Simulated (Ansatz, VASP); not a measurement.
# CaO in VASP and in Ansatz

```
CELL_PARAMETERS angstrom
4.00467 0.00000 0.00000
-2.00234 3.46815 0.00000
0.00000 0.00000 4.80776
ATOMIC_POSITIONS crystal
Ca 0.33333 0.66667 0.75000
Ca 0.66667 0.33333 0.25000
O 0.33333 0.66667 0.25000
O 0.66667 0.33333 0.75000
```

Alike in both runs: functional PBE; k mesh 9 × 9 × 6; occupations gaussian, width 0.02 eV; no spin polarisation.

Ansatz relaxed the structure, and its values are those at the end. VASP's run is a single point on that final structure, the one shown.

|  | VASP | Ansatz |
| --- | --- | --- |
| version | VASP 6.6.1 | Ansatz 0.2.0 |
| potentials or method | VASP PAW PBE potentials, release 64 (Ca_sv, O) | scalar-relativistic, plane waves, PAW |
| plane-wave cutoff (eV) | 520 | 520 |
| valence electrons in the cell | 32 | 32 |

Ansatz gave:

* gap on the k mesh at the Fermi level (eV): 3.14
* least direct gap on the mesh (eV): 3.14
* pressure (GPa): 0.0

Q: Estimate VASP's values.

A: gap on the k mesh at the Fermi level (eV): 3.13; least direct gap on the mesh (eV): 3.13; pressure (GPa): 0.5.

Caveats: an odd mesh through Γ misses points on the zone boundary, where band edges often lie. Expect the measured gap to be larger: semilocal functionals such as PBE lack the derivative discontinuity.
